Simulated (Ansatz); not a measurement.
# Gaps and decay in MoS2/WSe2 stacks

How do the layer thicknesses change the gap of MoS2/WSe2? The crystals are MoS2 2H layers and WSe2 2H layers, on a common net of side 3.235 Å (+2.1 % and -2.0 % against typed lattice constants near PBE's). Layer spacings come from each crystal relaxed along the normal on that net, and the joins take the mean spacing. The stacks are then relaxed. The first steps treat the bulk crystals alone.

Program: Ansatz 0.2.0. Level of theory: PBE+D3(BJ) DFT, plane waves, PAW files, in the first sound run; inputs show where later runs differ. Results are calculated unless marked as measured.

## (1) Set-up

It takes space group P6_3/mmc (No. 194, hexagonal). Conventional cell: a = 3.235 Å, b = 3.235 Å, c = 12.350 Å, α = 90.00°, β = 90.00°, γ = 120.00°. S has 3 Mo at 2.43 Å nearest. Nearest to Mo lie 6 S at 2.43 Å. Farther neighbours and most contacts between anions are not listed.

## (2) Relaxing along the normal, strain 0.0205, crystal MoS2 2H layers

The crystal is held to the common net and relaxed along the normal.

Contents of input.yaml:

```yaml
crystal:
  lattice:
    - [3.235, 0.0, 0.0]
    - [-1.6175, 2.8015921812, 0.0]
    - [0.0, 0.0, 12.35]
  atoms:
    - { symbol: S, position: [0.3333333333, 0.6666666667, 0.0] }
    - { symbol: Mo, position: [0.0, 0.0, 0.1263157895] }
    - { symbol: S, position: [0.3333333333, 0.6666666667, 0.2526315789] }
    - { symbol: S, position: [0.0, 0.0, 0.5] }
    - { symbol: Mo, position: [0.3333333333, 0.6666666667, 0.6263157895] }
    - { symbol: S, position: [0.0, 0.0, 0.7526315789] }
kpoints:
  mp_grid: { grid: [8, 8, 2] }
scf:
  occupations: { method: fixed }
  max_iter: 120
hamiltonian:
  xc: pbe
  dispersion: d3bj
output: {}
relax:
  f_tol: 0.01
  max_steps: 40
  cell: { fix: [a, b, angles] }
```

Command:

```console
$ ansatz run input.yaml --threads 4 --pin off --max-ram 10240MiB --backend cpu --events-out ev --progress --plain --runs-dir out
```

Numbers of over 12 decimals in the logs are rounded to 6 here.

The program printed:

```text
Engine: ansatz 0.2.0, x86_64-unknown-linux-gnu
Pseudopotentials: kind: paw
Pseudopotential: S, paw, valence charge 6, recommended cutoff 420 eV (normal), S.paw.azcp
Pseudopotential: Mo, paw, valence charge 14, recommended cutoff 420 eV (normal), Mo.paw.azcp
Functional definition: PBE
  parameter kappa = 0.804
  parameter beta = 0.066725
  exchange = pbe_x(kappa = kappa, mu = beta*pi^2/3)
  correlation = pbe_c(beta = beta)
Crystal: 6 atoms, lattice volume = 111.930 Å³
Basis set: ecut = 420 eV, 2249 PW (Γ), exchange–correlation on 48×48×180 points (8 copies of the dense FFT grid, shifted against one another)
Bands: 32, of which v1, the nominal top of the filled ones, is band 26 counted from 1 (25 counted from 0)
Symmetry: 24 space group operations
Space group: P63/mmc (ITA 194), of the structure as read, at distance tolerance 4.8e-5 Å
k-points: 20 of 128
Non-local potential: S, projectors of the file, l = 0: 2, l = 1: 2, l = 2: 2
Non-local potential: Mo, projectors of the file, l = 0: 3, l = 1: 2, l = 2: 2, l = 3: 1
PAW form: soft (Blöchl's): semilocal exchange-correlation on the pseudo side does not see the compensation charge
PAW one-centre angular grid: S, 110 points (default); XC on 64 Gauss nodes
PAW one-centre angular grid: Mo, 590 points (default); XC on 64 Gauss nodes
Initial density: superposition of atomic densities (neutral atoms: chi_scale 0, normalization atom), corrected by the library's trained network
Initial wavefunctions: pseudopotential atomic-orbital guess
Functional: x = pbe(κ = 0.804, μ = 0.219515), c = pbe(β = 0.066725)
SCF iter   1: F=—  HF=-13527.927122 eV  |F-HF|=—  |Δ(HF+E_count)|=         —  Δρ=5.18e-3  dr2=7.39e-3  ethr=1.77e-3  ⟨swp⟩=5.0  Hψ=2323  notcnv=0  defer=59
preconditioner: auto → Resta (q_TF=auto, 2.401 Å⁻¹)  ε∞=8.8  [insulator: Δε(μ)=0.934 eV  Ē_g=7.533 eV  n_scr=26 (ndim 8)  ℏωp=21.1 eV  f_vac=0.021  ε∞_Penn≈8.8]
SCF iter   2: F=—  HF=-13527.936331 eV  |F-HF|=—  |Δ(HF+E_count)|=   9.21e-3  Δρ=2.97e-3  dr2=2.32e-3  ethr=1.42e-5  ⟨swp⟩=2.0  Hψ=1202  notcnv=0  defer=78
SCF iter   3: F=—  HF=-13527.940914 eV  |F-HF|=—  |Δ(HF+E_count)|=   4.58e-3  Δρ=3.52e-4  dr2=3.44e-4  ethr=4.47e-6  ⟨swp⟩=2.0  Hψ=970  notcnv=0  defer=78
SCF iter   4: F=—  HF=-13527.940886 eV  |F-HF|=—  |Δ(HF+E_count)|=   2.72e-5  Δρ=1.09e-4  dr2=8.93e-6  ethr=6.61e-7  ⟨swp⟩=2.0  Hψ=830  notcnv=0  defer=30
SCF iter   5: F=—  HF=-13527.940936 eV  |F-HF|=—  |Δ(HF+E_count)|=   4.95e-5  Δρ=4.43e-5  dr2=2.66e-6  ethr=1.72e-8  ⟨swp⟩=2.0  Hψ=941  notcnv=0  defer=28
SCF iter   6: F=—  HF=-13527.940937 eV  |F-HF|=—  |Δ(HF+E_count)|=   1.33e-6  Δρ=1.36e-5  dr2=2.63e-7  ethr=5.12e-9  ⟨swp⟩=2.1  Hψ=837  notcnv=0  defer=28
SCF iter   7: F=-13527.940937 eV  HF=-13527.940937 eV  |F-HF|=2.45e-9  |Δ(HF+E_count)|=   1.34e-7  Δρ=2.20e-6  dr2=7.19e-9  ethr=1.92e-10  ⟨swp⟩=4.0  Hψ=2121  notcnv=0
SCF 1 converged in 7 iterations: F = -13527.940937 eV  dr2 = 7.19e-9
  greatest PAW one-centre occupation: 0.998 electrons in one spin orbital (limit 2), on the Mo atom at site 4 (counted from 0), in its partial waves of l = 0
relax step   1: F+E_penalty+E_count = -13527.94093738 eV  Δ(F+E_penalty+E_count) = +0.000e0 eV  max|allowed force component| = 3.412e-1 eV/Å  Δτ_max = 0.0000 Å  P = -6.675 GPa  Ω = 111.930 Å³  fix = [a, b, alpha, beta, gamma]  reactions: a -7.916, b -7.916 GPa  (7 SCF iters, dr2 threshold 1.00e-7 eV, accepted)
Crystal: 6 atoms, lattice volume = 108.145 Å³
Basis set: ecut = 420 eV, 2175 PW (Γ), exchange–correlation on 48×48×180 points (8 copies of the dense FFT grid, shifted against one another)
Initial density: handed on by an earlier stage of this run
Initial wavefunctions: those handed on with the density
iter 1 solved again at ethr=2.08e-5 eV; its pass at ethr=3.10e-3 eV (dr2=1.08e-2 eV) is discarded
SCF iter   1: F=—  HF=-13527.967923 eV  |F-HF|=—  |Δ(HF+E_count)|=         —  Δρ=3.34e-3  dr2=1.08e-2  ethr=2.08e-5  ⟨swp⟩=2.1  Hψ=3203  notcnv=0  defer=35
automatic band count: iteration 1 solves 30 bands in place of 32: the levels show a gap, and the empty bands left out lie too high to hold charge; the band table lists the bands solved (type scf.n_extra_bands for more)
preconditioner: auto → Resta (q_TF=auto, 2.415 Å⁻¹)  ε∞=9.5  [insulator: Δε(μ)=0.667 eV  Ē_g=7.345 eV  n_scr=26 (ndim 8)  ℏωp=21.4 eV  f_vac=0.010  ε∞_Penn≈9.5]
SCF iter   2: F=—  HF=-13527.966423 eV  |F-HF|=—  |Δ(HF+E_count)|=   1.50e-3  Δρ=1.75e-3  dr2=2.71e-3  ethr=2.08e-5  ⟨swp⟩=2.0  Hψ=871  notcnv=0  defer=38
SCF iter   3: F=—  HF=-13527.966227 eV  |F-HF|=—  |Δ(HF+E_count)|=   1.96e-4  Δρ=8.80e-4  dr2=7.44e-4  ethr=5.22e-6  ⟨swp⟩=2.2  Hψ=828  notcnv=0  defer=38
SCF iter   4: F=—  HF=-13527.966275 eV  |F-HF|=—  |Δ(HF+E_count)|=   4.86e-5  Δρ=1.58e-4  dr2=4.51e-5  ethr=1.43e-6  ⟨swp⟩=2.3  Hψ=911  notcnv=0  defer=10
SCF iter   5: F=—  HF=-13527.966331 eV  |F-HF|=—  |Δ(HF+E_count)|=   5.56e-5  Δρ=4.20e-5  dr2=4.76e-6  ethr=8.67e-8  ⟨swp⟩=2.0  Hψ=899  notcnv=0  defer=8
SCF iter   6: F=-13527.966335 eV  HF=-13527.966335 eV  |F-HF|=7.98e-8  |Δ(HF+E_count)|=   4.28e-6  Δρ=6.41e-6  dr2=4.02e-8  ethr=1.15e-9  ⟨swp⟩=3.5  Hψ=2487  notcnv=0
SCF 2 converged in 6 iterations: F = -13527.966335 eV  dr2 = 4.02e-8
relax step   2: F+E_penalty+E_count = -13527.96633536 eV  Δ(F+E_penalty+E_count) = -2.540e-2 eV  max|allowed force component| = 1.595e-1 eV/Å  Δτ_max = 0.0227 Å  P = -3.824 GPa  Ω = 108.145 Å³  energy of the carried Pulay correction = +3.952e-4 eV  fix = [a, b, alpha, beta, gamma]  reactions: a -6.513, b -6.513 GPa  (6 SCF iters, dr2 threshold 6.00e-7 eV, accepted)
Crystal: 6 atoms, lattice volume = 108.558 Å³
Basis set: ecut = 420 eV, 2177 PW (Γ), exchange–correlation on 48×48×180 points (8 copies of the dense FFT grid, shifted against one another)
iter 1 solved again at ethr=3.58e-7 eV; its pass at ethr=3.10e-3 eV (dr2=1.86e-4 eV) is discarded
SCF iter   1: F=—  HF=-13527.969229 eV  |F-HF|=—  |Δ(HF+E_count)|=         —  Δρ=4.47e-4  dr2=2.00e-4  ethr=3.58e-7  ⟨swp⟩=3.1  Hψ=2966  notcnv=0  defer=39
automatic band count: iteration 1 solves 30 bands in place of 32: the levels show a gap, and the empty bands left out lie too high to hold charge; the band table lists the bands solved (type scf.n_extra_bands for more)
preconditioner: auto → Resta (q_TF=auto, 2.413 Å⁻¹)  ε∞=9.6  [insulator: Δε(μ)=0.722 eV  Ē_g=7.301 eV  n_scr=26 (ndim 8)  ℏωp=21.4 eV  f_vac=0.013  ε∞_Penn≈9.6]
SCF iter   2: F=—  HF=-13527.969205 eV  |F-HF|=—  |Δ(HF+E_count)|=   2.40e-5  Δρ=2.55e-4  dr2=6.84e-5  ethr=3.58e-7  ⟨swp⟩=1.3  Hψ=671  notcnv=0  defer=39
SCF iter   3: F=—  HF=-13527.969189 eV  |F-HF|=—  |Δ(HF+E_count)|=   1.64e-5  Δρ=5.75e-5  dr2=6.16e-6  ethr=1.32e-7  ⟨swp⟩=2.0  Hψ=910  notcnv=0  defer=39
SCF iter   4: F=—  HF=-13527.969189 eV  |F-HF|=—  |Δ(HF+E_count)|=   3.41e-7  Δρ=2.59e-5  dr2=1.12e-6  ethr=1.18e-8  ⟨swp⟩=2.0  Hψ=850  notcnv=0  defer=39
SCF iter   5: F=-13527.969189 eV  HF=-13527.969189 eV  |F-HF|=1.43e-8  |Δ(HF+E_count)|=   1.03e-7  Δρ=8.49e-6  dr2=1.20e-7  ethr=1.15e-9  ⟨swp⟩=4.2  Hψ=2085  notcnv=0
SCF 3 converged in 5 iterations: F = -13527.969189 eV  dr2 = 1.20e-7
relax step   3: F+E_penalty+E_count = -13527.96918875 eV  Δ(F+E_penalty+E_count) = -2.853e-3 eV  max|allowed force component| = 1.976e-2 eV/Å  Δτ_max = 0.0040 Å  P = -4.733 GPa  Ω = 108.558 Å³  energy of the carried Pulay correction = +3.515e-4 eV  fix = [a, b, alpha, beta, gamma]  reactions: a -7.031, b -7.031 GPa  (5 SCF iters, dr2 threshold 6.00e-7 eV, accepted)
[...]
relax step   4: F+E_penalty+E_count = -13527.96920903 eV  Δ(F+E_penalty+E_count) = -2.028e-5 eV  max|allowed force component| = 2.968e-3 eV/Å  Δτ_max = 0.0029 Å  P = -4.652 GPa  Ω = 108.686 Å³  energy of the carried Pulay correction = +3.380e-4 eV  fix = [a, b, alpha, beta, gamma]  reactions: a -6.970, b -6.970 GPa  (5 SCF iters, dr2 threshold 4.58e-8 eV, accepted)
Basis set: ecut = 420 eV, 2177 PW (Γ), exchange–correlation on 48×48×162 points (8 copies of the dense FFT grid, shifted against one another)
Initial wavefunctions: pseudopotential atomic-orbital guess (no wavefunctions were taken with the density)
iter 1 solved again at ethr=8.48e-8 eV; its pass at ethr=3.10e-3 eV (dr2=4.41e-5 eV) is discarded
SCF iter   1: F=—  HF=-13527.968867 eV  |F-HF|=—  |Δ(HF+E_count)|=         —  Δρ=5.01e-5  dr2=3.99e-7  ethr=8.48e-8  ⟨swp⟩=3.5  Hψ=4173  notcnv=0  defer=78
preconditioner: auto → Resta (q_TF=auto, 2.413 Å⁻¹)  ε∞=8.9  [insulator: Δε(μ)=0.722 eV  Ē_g=7.620 eV  n_scr=26 (ndim 8)  ℏωp=21.4 eV  f_vac=0.013  ε∞_Penn≈8.9]
SCF iter   2: F=—  HF=-13527.968839 eV  |F-HF|=—  |Δ(HF+E_count)|=   2.85e-5  Δρ=2.57e-5  dr2=9.76e-8  ethr=7.68e-10  ⟨swp⟩=2.8  Hψ=1191  notcnv=0  defer=61
SCF iter   3: F=—  HF=-13527.968839 eV  |F-HF|=—  |Δ(HF+E_count)|=   1.07e-7  Δρ=1.84e-6  dr2=3.24e-9  ethr=1.88e-10  ⟨swp⟩=2.4  Hψ=1110  notcnv=0  defer=61
SCF iter   4: F=—  HF=-13527.968839 eV  |F-HF|=—  |Δ(HF+E_count)|=   1.67e-9  Δρ=8.37e-7  dr2=1.17e-9  ethr=6.23e-12  ⟨swp⟩=2.0  Hψ=890  notcnv=0  defer=61
SCF iter   5: F=—  HF=-13527.968839 eV  |F-HF|=—  |Δ(HF+E_count)|=  3.31e-10  Δρ=4.01e-7  dr2=4.44e-10  ethr=2.25e-12  ⟨swp⟩=2.0  Hψ=890  notcnv=0  defer=61
SCF iter   6: F=—  HF=-13527.968839 eV  |F-HF|=—  |Δ(HF+E_count)|=  1.35e-10  Δρ=2.12e-7  dr2=1.24e-10  ethr=1.00e-12  ⟨swp⟩=2.0  Hψ=782  notcnv=0  defer=61
SCF iter   7: F=-13527.968839 eV  HF=-13527.968839 eV  |F-HF|=1.82e-12  |Δ(HF+E_count)|=  6.55e-11  Δρ=6.28e-8  dr2=1.10e-11  ethr=1.00e-12  ⟨swp⟩=4.0  Hψ=2056  notcnv=0
SCF 5 converged in 7 iterations: F = -13527.968839 eV  dr2 = 1.10e-11
relax step   5: F+E_penalty+E_count = -13527.96883885 eV  Δ(F+E_penalty+E_count) = +3.702e-4 eV  max|allowed force component| = 2.978e-3 eV/Å  Δτ_max = 0.0000 Å  P = -4.652 GPa  Ω = 108.686 Å³  fix = [a, b, alpha, beta, gamma]  reactions: a -6.969, b -6.969 GPa  stress off target by 1.60e-2 GPa on what of the cell is left free  SCF on the basis re-selected at this cell (its energy is not comparable with the rows above)  (7 SCF iters)
basis re-selected at this cell: Δ(F+E_penalty+E_count) = +3.702e-4 eV, ΔP = +0.001 GPa vs the last step (what re-selecting the basis moved, of the pressure what is left beyond the Pulay correction that the steps carried, after the strain that the cell walked since its last selection, with what the two solves' SCF thresholds leave and, on support functions, any second-order correction that the steps lacked; it is no measure of the basis error at this ecutwfc). The dense FFT grid was sized anew with the basis: this SCF ran on 24×24×81 points, the steps before it on 24×24×90, so part of this shift can come from that change (see relax.cell in the input reference). [rest of the remark cut]
SCF converged after 7 iterations
Free energy (F): -13527.968839 eV
Harris-Foulkes:  -13527.968839 eV  (|F-HF|=1.82e-12)
Internal energy: -13527.968839 eV  (E = F + TS)
E sigma→0 (E₀):  -13527.968839 eV
Fermi energy:    10.920497 eV
--- Per-component energies (eV) ---
  E_band       = -322.065148
  E_kinetic    = 1308.704276
  E_local      = -3782.459042  (includes V_loc(G=0)·N_el)
  E_nonlocal   = 398.288958
  E_hartree    = 1434.150046
  E_xc         = -755.814205
  E_vxc        = -808.425315  (∫ρ·V_xc dr)
  E_paw        = -8802.889202  (= ΣΔE_a)
  E_vpaw       = -306.474419  (= ΣTr[D̂ρ^β])
  E_aug_tail   = 0.000095  (compensation charges beyond the density's cutoff)
  E_ewald      = -3325.444498
  E_disp       = -2.505266  (pairwise vdW)
  E_smearing   = -0.000000  (= −TS)
  E_closure    = -0.000000  (closes the sum)
  Σ components = -13527.968839   (vs F -13527.968839, Δ=0.00e0)
--- Forces (eV/Å), atoms counted from 1 ---
  atom   1  S      0.00000000     0.00000000    -0.00297824
  atom   2  Mo    -0.00000000     0.00000000     0.00000000
  atom   3  S      0.00000000     0.00000000     0.00297824
  atom   4  S     -0.00000000    -0.00000000    -0.00297824
  atom   5  Mo     0.00000000    -0.00000000     0.00000000
  atom   6  S     -0.00000000    -0.00000000     0.00297824
  max |Σ_I F_I| component: 2.31e-18 eV/Å
--- Stress (GPa, compression-positive) ---
       -6.969322       0.000000       0.000000
        0.000000      -6.969322       0.000000
        0.000000       0.000000      -0.016031
  P = ⅓ Tr σ = -4.6516 GPa (-46.516 kbar)
--- Relaxed structure (4 steps of the walk, 4 accepted, 1 SCFs on fresh bases) ---
  F+E_penalty+E_count = -13527.96883885 eV   max|allowed force component| = 2.978e-3 eV/Å   (the final SCF, on the basis selected at the relaxed cell)
  cell:  # Å, volume = 108.6856 Å³
    - [3.235000, 0, 0.0]
    - [-1.617500, 2.801592, 0.0]
    - [0.0, 0.0, 11.992032]
  atoms:
    - { symbol: S, position: [0.333333, 0.666667, -0.00192975] }
    - { symbol: Mo, position: [9.25185853962003e-18, -5.08852219630634e-17, 0.126316] }
    - { symbol: S, position: [0.333333, 0.666667, 0.254561] }
    - { symbol: S, position: [9.25185853962003e-18, -5.08852219630634e-17, 0.498070] }
    - { symbol: Mo, position: [0.333333, 0.666667, 0.626316] }
    - { symbol: S, position: [9.25185853962003e-18, -5.08852219630634e-17, 0.754561] }
```

It took 3.2 s on 4 threads of Intel Xeon Platinum 8488C (Sapphire Rapids), shared host; peak memory 0.52 GiB; 11 s of CPU time.

Relaxation path:

| step | energy less that of the first step (eV) | largest force component (eV/Å) | pressure (GPa) | volume (Å³) |
| --- | --- | --- | --- | --- |
| 1 | 0.0000 | 0.3412 | -6.67 | 111.93 |
| 2 | -0.0254 | 0.1595 | -3.82 | 108.15 |
| 3 | -0.0283 | 0.0198 | -4.73 | 108.56 |
| 4 | -0.0283 | 0.0030 | -4.65 | 108.69 |
| 5* | -0.0279 | 0.0030 | -4.65 | 108.69 |

Relaxation steps marked * repeat the geometry before them on a plane-wave basis chosen anew for their cell, so energy and pressure can jump there.

Forces are held to the 24 operations that the run works with; a distortion that breaks them can't arise in this run.

| conventional cell, symmetrised | before | after | change |
| --- | --- | --- | --- |
| a (Å) | 3.235 | 3.235 | -0.0 % |
| b (Å) | 3.235 | 3.235 | -0.0 % |
| c (Å) | 12.350 | 11.992 | -2.9 % |
| volume (Å³/atom) | 18.65 | 18.11 | -2.9 % |

The atoms that moved most (Å, as changes of fractional coordinates times the final cell):

| atom | dx | dy | dz | length |
| --- | --- | --- | --- | --- |
| S1 | 0.000 | 0.000 | -0.023 | 0.023 |
| S4 | 0.000 | 0.000 | -0.023 | 0.023 |
| S3 | 0.000 | 0.000 | 0.023 | 0.023 |
| S6 | 0.000 | 0.000 | 0.023 | 0.023 |

Final coordinates:

```cif
data_structure
_symmetry_space_group_name_H-M 'P 1'
_symmetry_Int_Tables_number 1
_cell_length_a 3.2350
_cell_length_b 3.2350
_cell_length_c 11.9920
_cell_angle_alpha 90.000
_cell_angle_beta 90.000
_cell_angle_gamma 120.000
_cell_volume 108.69
loop_
_atom_site_label
_atom_site_type_symbol
_atom_site_fract_x
_atom_site_fract_y
_atom_site_fract_z
_atom_site_occupancy
S1 S 0.33333 0.66667 0.99807 1
Mo2 Mo 0.00000 0.00000 0.12632 1
S3 S 0.33333 0.66667 0.25456 1
S4 S 0.00000 0.00000 0.49807 1
Mo5 Mo 0.33333 0.66667 0.62632 1
S6 S 0.00000 0.00000 0.75456 1
```

Numbers from this step:

```yaml
free_energy: -13527.9688 eV
fermi_energy: 10.92 eV
pressure: -4.652 GPa
```

The relaxation ends with a largest force component of 0.0030 eV/Å.

## (3) Band edges, strain 0.0205, crystal MoS2 2H layers

This step: PBE DFT, plane waves, PAW files (Ansatz 0.2.0).

The band edges of this cell are searched, off the mesh as well.

Contents of input.yaml:

```yaml
crystal:
  lattice:
    - [3.235, 0.0, 0.0]
    - [-1.6175, 2.8015921812, 0.0]
    - [0.0, 0.0, 11.9920315533]
  atoms:
    - { symbol: S, position: [0.3333333333, 0.6666666667, -0.0019297498] }
    - { symbol: Mo, position: [0.0, 0.0, 0.1263157895] }
    - { symbol: S, position: [0.3333333333, 0.6666666667, 0.2545613288] }
    - { symbol: S, position: [0.0, 0.0, 0.4980702502] }
    - { symbol: Mo, position: [0.3333333333, 0.6666666667, 0.6263157895] }
    - { symbol: S, position: [0.0, 0.0, 0.7545613288] }
kpoints:
  mp_grid: { grid: [12, 12, 2] }
  band_path: { path: [VBM, CBM], npoints: 24 }
scf:
  occupations: { method: fixed }
  max_iter: 120
hamiltonian:
  xc: pbe
output:
  eigenvalues: true
checkpoint:
  write: MoS2.run
  compress: false
  write_wavefunctions: false
```

The program printed:

```text
[...]
Crystal: 6 atoms, lattice volume = 108.686 Å³
Basis set: ecut = 420 eV, 2177 PW (Γ)
Bands: 32, of which v1, the nominal top of the filled ones, is band 26 counted from 1 (25 counted from 0)
Symmetry: 24 space group operations
[...]
k-points: 38 of 288
[...]
SCF iter   1: F=—  HF=-13525.451063 eV  |F-HF|=—  |Δ(HF+E_count)|=         —  Δρ=5.36e-3  dr2=9.42e-3  ethr=1.77e-3  ⟨swp⟩=5.0  Hψ=4393  notcnv=0  defer=123
[...]
SCF iter   7: F=-13525.463907 eV  HF=-13525.463907 eV  |F-HF|=3.55e-9  |Δ(HF+E_count)|=   9.25e-8  Δρ=1.94e-6  dr2=4.32e-9  ethr=1.92e-10  ⟨swp⟩=8.1  Hψ=3957  notcnv=0
SCF 1 converged in 7 iterations: F = -13525.463907 eV  dr2 = 4.32e-9
[...]
NSCF: frozen V_eff on 28 k-points
[...]
SCF converged after 7 iterations
Free energy (F): -13525.463907 eV
[...]
Internal energy: -13525.463907 eV  (E = F + TS)
E sigma→0 (E₀):  -13525.463907 eV
Fermi energy:    10.920558 eV
[...]
--- Band table (eV; the first three rows and the last of 38) ---
  k-point 0: bands = [... 22 lower, 8.4100, 9.8244, 9.9091, 10.9206, 12.6380, 12.6380, 12.6685, 12.6685, ... 2 higher]
  k-point 1: bands = [... 22 lower, 8.4136, 8.4136, 10.7047, 10.7047, 12.6420, 12.6420, 12.6420, 12.6420, ... 2 higher]
  k-point 2: bands = [... 22 lower, 8.5607, 9.8169, 9.9378, 10.6550, 12.5366, 12.5947, 12.7160, 12.7504, ... 2 higher]
  k-point 37: bands = [... 22 lower, 8.0056, 8.0056, 9.9472, 9.9472, 11.4645, 11.4645, 13.1086, 13.1086, ... 2 higher]
```

Run time: 2.6 s. Hardware: 4 threads; peak memory 0.48 GiB; 9.5 s of CPU time.

Numbers from this step:

- free energy: -13525.4639 eV
- gap on the k-mesh: 0.5437 eV
- gap on path: 0.5437 eV, by band count; negative where bands overlap
- edge places on path: 0, 1.295 1/A along the path

The electronic bands at the labelled points (eV, zero at the Fermi level (highest filled level under fixed occupations); v1 is the highest filled band, c1 the lowest empty one):

| point | v4 | v3 | v2 | v1 | c1 | c2 | c3 | c4 |
| --- | --- | --- | --- | --- | --- | --- | --- | --- |
| VBM | -2.51 | -1.10 | -1.01 | 0.00 | 1.72 | 1.72 | 1.75 | 1.75 |
| halfway | -1.95 | -1.73 | -1.72 | -1.59 | 0.73 | 1.36 | 1.37 | 1.47 |
| CBM | -2.69 | -2.69 | -1.05 | -0.88 | 0.54 | 0.54 | 1.68 | 2.48 |

The searched edges give 0.544 eV, as on the mesh.

(Continued in part 2 of 4.)

[Logs are printed without paths, hosts, clocks, repeated set-up lines and the standing remarks that a program may print on its own settings, such as how far it seeks lower states.]

[Hosts, paths, dates, database ids (printed as entryN), source tags and the programs' standing remarks are cut or masked in the printed files.]
